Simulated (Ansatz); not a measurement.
# Ti (Fm-3m) in Ansatz: notebook, part 2 of 2

Ansatz 0.2.0.

## (4) Phonons, LDA

Contents of input.yaml:

```yaml
crystal:
  lattice:
    - [0.0, 2.03, 2.03]
    - [2.03, 0.0, 2.03]
    - [2.03, 2.03, 0.0]
  atoms:
    - { symbol: Ti, position: [0.0, 0.0, 0.0] }
hamiltonian:
  xc: lda
  pseudopotentials: { kind: paw }
kpoints:
  mp_grid: { grid: [8, 8, 8] }
scf:
  occupations: { method: fermi_dirac, width: 0.05 }
phonons:
  method: dfpt
```

Potentials or basis: Ansatz PAW.

Command:

```
> ansatz run input.yaml --threads 2 --pin off --max-ram 5632MiB --backend cpu --events-out ev --progress --plain --runs-dir out
```

The program printed:

```text
Warning: RAYON_NUM_THREADS=2 ignored (pool sized by the plan → 2); use --threads N
Engine: ansatz 0.2.0, aarch64-unknown-linux-gnu
Pseudopotentials: kind: paw
Pseudopotential: Ti, paw, valence charge 12, recommended cutoff 420 eV (normal), Ti.paw.azcp
Functional definition: SPW92
  exchange = slater_x
  correlation = pw_c
Crystal: 1 atoms, lattice volume = 16.731 Å³
Basis set: ecut = 420 eV, 331 PW (Γ), exchange–correlation on 40×40×40 points (8 copies of the dense FFT grid, shifted against one another)
Bands: 10, of which v1, the nominal top of the filled ones, is band 6 counted from 1 (5 counted from 0)
Symmetry: 48 space group operations
k-points: 59 of 512 (irreducible under 8 space group operations, time reversal used)
Non-local potential: Ti, projectors of the file, l = 0: 3, l = 1: 2, l = 2: 3, l = 3: 1
PAW form: soft (Blöchl's): semilocal exchange-correlation on the pseudo side does not see the compensation charge
PAW frozen core: Ti, regenerated for the run's functional, and the local potential with it (the file was generated under x = pbe(κ = 0.804, μ = 0.2195149727645171), c = pbe(β = 0.06672455060314922))
PAW one-centre angular grid: Ti, 590 points (default); XC on 64 Gauss nodes
Initial density: superposition of atomic densities (neutral atoms: chi_scale 0, normalization atom), corrected by the library's trained network
Initial wavefunctions: pseudopotential atomic-orbital guess
Functional: x = slater, c = lda
SCF iter   1: F=—  HF=-2450.241111 eV  |F-HF|=—  |Δ(HF+E_count)|=         —  Δρ=6.63e-3  dr2=2.56e-3  ethr=1.77e-3  ⟨swp⟩=4.5  Hψ=3152  notcnv=0
[... 9 lines left out ...]
SCF converged after 6 iterations
Free energy (F): -2450.240771 eV
Harris-Foulkes:  -2450.240771 eV  (|F-HF|=3.18e-12)
Internal energy: -2450.226140 eV  (E = F + TS)
E sigma→0 (E₀):  -2450.233455 eV
Entropy (-TS):   -0.014631 eV (-14.631 meV/atom)
Fermi energy:    13.572745 eV
--- Per-component energies (eV) ---
  E_band       = -150.526715
  E_kinetic    = 273.192446
  E_local      = -796.289319  (includes V_loc(G=0)·N_el)
  E_nonlocal   = 12.255478
  E_hartree    = 327.023269
  E_xc         = -96.770291
  E_vxc        = -121.783649  (∫ρ·V_xc dr)
  E_paw        = -999.158846  (= ΣΔE_a)
  E_vpaw       = -171.948247  (= ΣTr[D̂ρ^β])
  E_aug_tail   = 0.000091  (compensation charges beyond the density's cutoff)
  E_ewald      = -1170.804918
  E_core_change = 0.325950  (= ΣΔE_core)
  E_smearing   = -0.014631  (= −TS)
  E_closure    = 0.000000  (closes the sum)
  Σ components = -2450.240771   (vs F -2450.240771, Δ=0.00e0)
--- Band table (eV; the first three rows and the last of 59) ---
  k-point 0: bands = ["-42.4917", "-18.6112", "-18.6112", "-18.6112", "7.4616", "14.4176", "14.4176", "14.4176", "16.1159", "16.1159"]
  k-point 1: bands = ["-42.4699", "-18.7296", "-18.6259", "-18.6259", "7.9739", "14.1203", "14.5861", "14.5861", "16.0211", "16.0211"]
  k-point 2: bands = ["-42.4170", "-19.0091", "-18.6611", "-18.6611", "9.2900", "13.6133", "14.6807", "14.6807", "16.2033", "16.2033"]
  k-point 58: bands = ["-42.2921", "-19.1137", "-19.1137", "-18.8960", "11.9408", "13.1564", "13.1564", "15.7253", "17.5877", "22.2975"]
--- Phonons (Γ-DFPT): 1 representative perturbation + reference, on 59 of 512 k-points (Σ response iterations 3) ---
  k mesh reduced under 8 symmetry operations, with k and −k counted as one. Each operation leaves every solved perturbation unchanged. A smaller set is not used because it would not reduce the number of displacements times k-points to solve
  ASR residual: 8.357e-4 → 0.000e0 eV/Å²; symmetrization residual: 1.923e-19 eV/Å²
  ASR residual per site (eV/Å²): 8.36e-4
  Γ frequencies (cm⁻¹): 0.00 0.00 0.00
  non-analytic LO–TO correction: not included (Born effective charges unavailable; polar crystals: no LO–TO splitting at Γ)
```

second_order_force_constants.tsv:

```text
# format = ansatz-second-order-force-constants/2
# a1_ang = 0e0 2.03e0 2.03e0
# a2_ang = 2.03e0 0e0 2.03e0
# a3_ang = 2.03e0 2.03e0 0e0
# n_basis = 1
# site_fields = element frac_a1 frac_a2 frac_a3 mass_amu
# site 0 = Ti 0e0 0e0 0e0 4.7867e1
# supercell = 1 1 1
# site_rule = site = cell*n_basis + kappa, cell = (t1*n2 + t2)*n3 + t3, with n1 n2 n3 from the supercell key
# method = dfpt
# k_mesh = 8 8 8
# k_mesh_shift = 0 0 0
# occupation_method = fermi_dirac
# smearing_width_ev = 5e-2
# n_rotations = 48
# rotation 0 = -1 -1 -1 0 0 1 0 1 0
# rotation 1 = -1 -1 -1 0 0 1 1 0 0
# rotation 2 = -1 -1 -1 0 1 0 0 0 1
# rotation 3 = -1 -1 -1 0 1 0 1 0 0
# rotation 4 = -1 -1 -1 1 0 0 0 0 1
# rotation 5 = -1 -1 -1 1 0 0 0 1 0
[... 40 lines left out ...]
# rotation 46 = 1 1 1 0 0 -1 -1 0 0
# rotation 47 = 1 1 1 0 0 -1 0 -1 0
# asr_row_sum_pre_ev_ang2 0 = 8.356504149619817e-4 -2.476374765732286e-36 1.0030885127016853e-36 -2.476374765732286e-36 8.356504149619818e-4 4.858712374948167e-37 1.0030885127016853e-36 4.858712374948167e-37 8.356504149619818e-4
# asr_residual_pre_ev_ang2 = 8.356504149619818e-4
# asr_residual_post_ev_ang2 = 0e0
# symmetrization_residual_ev_ang2 = 1.9232785227552363e-19
# units = eV/Å^2
# kappa	j	t1	t2	t3	kappa_j	phi_xx	phi_xy	phi_xz	phi_yx	phi_yy	phi_yz	phi_zx	phi_zy	phi_zz
0	0	0	0	0	0	0e0	0e0	0e0	0e0	0e0	0e0	0e0	0e0	0e0
```

Wall time 1.1 s (2 threads of Arm Neoverse V2, shared host); peak memory 0.31 GiB.

Results:

| Quantity | Value |
| --- | --- |
| Free energy | -2450.2408 eV |
| Band gap on the k mesh | none (metal or under the smearing width) |

Caveat: the PAW data sets come from PBE, with cores solved anew for the run's functional, which leaves a small shift of forces and pressure.

## (5) Elastic constants, LDA

input.yaml: that of step 4 with these lines changed.

```diff
@@ -14,3 +14,7 @@
   occupations: { method: fermi_dirac, width: 0.05 }
-phonons:
-  method: dfpt
+output:
+  forces: true
+  stress: true
+elastic:
+  mode: relaxed_ion
+  stencil: two_point
```

Command:

```
> ansatz run input.yaml --threads 2 --pin off --max-ram 5632MiB --backend cpu --events-out ev --progress --plain --runs-dir out
```

Run time: 1.9 s. Hardware: 2 threads of Arm Neoverse V2, shared host; peak memory 0.28 GiB.

The run converged. Its results:

| Quantity | Value |
| --- | --- |
| Free energy | -2450.2408 eV |
| Pressure | -5.0 GPa |
| Band gap on the k mesh | none (metal or under the smearing width) |
| Elastic constants C11, C12, C44 | 137, 85, 31 GPa |
| Voigt bulk modulus | 103 GPa |

Levels at points of the mesh, in eV from the Fermi level:
```csv
k point,band 2,band 3,band 4,band 5,band 6,band 7,band 8,band 9,band 10
"(0.00, 0.00, 0.00)",-32.18,-32.18,-32.18,-6.11,0.84,0.84,0.84,2.54,2.54
"(0.00, 0.00, -0.50)",-32.96,-32.28,-32.28,-2.69,0.71,0.71,0.80,3.70,3.70
"(0.00, -0.50, -0.50)",-32.91,-32.46,-32.46,-2.73,-1.86,3.05,3.68,4.01,4.01
```

Elastic tensor in Voigt notation (GPa, in the Cartesian axes of the cell as first typed):
```
137  85  85   0   0   0
 85 137  85   0   0   0
 85  85 137   0   0   0
  0   0   0  31   0   0
  0   0   0   0  31   0
  0   0   0   0   0  31
```

Caveat: the cell is more than 3 GPa from zero pressure, which shifts response properties; elastic constants of metals need much finer meshes, so these are rough; the PAW data sets come from PBE, with cores solved anew for the run's functional, which leaves a small shift of forces and pressure.

## (6) Summary

| task | level | k mesh | cutoff (eV) | points for each segment of the path | atoms under strain | gap on the mesh (eV) | pressure (GPa) |
| --- | --- | --- | --- | --- | --- | --- | --- |
| band structure | BLYP | 11 × 11 × 11 | 420 | 14 | - | none | 6.6 |
| band structure | r2SCAN | 11 × 11 × 11 | 500 | 14 | - | none | 4.2 |
| phonons | LDA | 8 × 8 × 8 | 420 | - | - | none | - |
| elastic constants | LDA | 8 × 8 × 8 | 420 | - | relaxed | none | -5.0 |

Alike in all rows: potentials or basis Ansatz PAW; no spin polarisation; cell as given; smearing fermi-dirac 0.05 eV.

Every run on the cell as given and a fine mesh finds a metal. The pressure there spans -5.0 GPa (LDA) to 6.6 GPa (BLYP); a positive pressure means that this level wants a larger cell, a negative one a smaller.

Caveats: the PAW data sets come from PBE, with cores solved anew for the run's functional, which leaves a small shift of forces and pressure; the cell is more than 3 GPa from zero pressure, which shifts response properties (some runs); elastic constants of metals need much finer meshes, so these are rough (some runs).

Absolute energies hang on the potentials; compare differences alone.
